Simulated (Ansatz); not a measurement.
Computed with Ansatz on PBE0-D4/def2-TZVP structures; ΔE is electronic, products minus reactants. CBS: MP2 limit from def2 TZ/QZ plus the TZ coupled-cluster correction, frozen cores. This one scheme is used for every species. Functionals use def2-TZVPP. One conformer a species, not always the lowest.

Reaction (ligand exchange at the Si–O bond): `CC(C)(C)O[Si]Cl` + CH₃SH → `CS[Si]Cl` + tert-butanol

```json
{"level": "PBE-D4", "ΔE (kJ/mol)": "29.9"}
{"level": "BLYP-D4", "ΔE (kJ/mol)": "47.1"}
{"level": "PBE0-D4", "ΔE (kJ/mol)": "34.1"}
{"level": "ωB97M-V", "ΔE (kJ/mol)": "49.2"}
```

(1) What does CCSD(T)/CBS give? (Estimate.)

Largest T1 diagnostic among the species: 0.014.

Answers

(1) Computed: +43.0 kJ/mol. The listed levels differ from it by -13.1, 4.1, -8.9, 6.2 kJ/mol.

Leaving LDA and LC-ωPBE aside and taking each functional with its dispersion term where it has one, the values, not all of them listed here, spread over 27.1 kJ/mol, from PBE-D4 to CAM-B3LYP-D4. LDA lies +5.5 kJ/mol from PBE without D4. From PBE to PBE0 (25 % exact exchange), in def2-TZVPP and without D4, ΔE moves by +4.2 kJ/mol. The D4 term adds +5.9 kJ/mol with B3LYP and +4.0 kJ/mol with PBE0; it sums over pairs of atoms, weighted by their polarisabilities, and B3LYP, whose exchange is more repulsive, gets the larger term.

B3LYP here is the variant with VWN-RPA as its local correlation; programs differ in this.

CCSD(T)/CBS has its own doubt, a few kJ/mol and more with outer-core shells, so smaller differences from it don't rank the levels.
